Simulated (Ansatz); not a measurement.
## Zone-centre phonons of AlNi at 10 GPa: input and output

These are results of DFT PBE, scalar-relativistic, plane waves, PAW in Ansatz 0.2.0, not measurements.

Launched with:
```bash
ansatz run input.yaml --threads 1 --pin off --max-ram 3072MiB --backend cpu --events-out ev --progress --plain --runs-dir out
```

Input (bare energies are in eV):
```yaml
crystal:
  lattice:
    - [2.0082666996, -2.0082666996, 0.0]
    - [2.0082666996, 2.0082666996, 0.0]
    - [0.0, 0.0, 2.8422585602]
  atoms:
    - { symbol: Al, position: [0.0, 0.0, 0.0] }
    - { symbol: Ni, position: [0.5, 0.5, 0.5] }
basis:
  ecutwfc: 420
kpoints:
  mp_grid: { grid: [16, 16, 14] }
hamiltonian:
  xc: pbe
scf:
  occupations: { method: fermi_dirac, width: 0.15 }
output:
  eigenvalues: true
phonons:
  method: dfpt
  eigenvectors: true
```

Results section of the output:
```
--- Phonons (Γ-DFPT): 4 representative perturbations + reference, on 584 of 3584 k-points (Σ response iterations 12) ---
  k mesh reduced under 8 symmetry operations, with k and −k counted as one. Each operation leaves every solved displacement unchanged or reverses it
  ASR residual: 4.394e-4 → 0.000e0 eV/Å²; symmetrization residual: 9.641e-7 eV/Å²
  ASR residual per site (eV/Å²): 9.96e-5 4.39e-4
  Γ frequencies (cm⁻¹): 0.00 0.00 0.00 321.50 321.50 321.62
  non-analytic LO–TO correction: not included (Born effective charges unavailable; polar crystals: no LO–TO splitting at Γ)
```

The run took 22 s on 1 thread of AMD EPYC 9R45 96-Core Processor (Zen 5) (shared host), peak memory 0.9 GiB.

In a metal, frequencies and elastic constants depend on the k mesh and the smearing, soft modes and shear constants most. Spin polarisation was left out, and a magnetic state may lie lower. Other phases may be more stable at this pressure.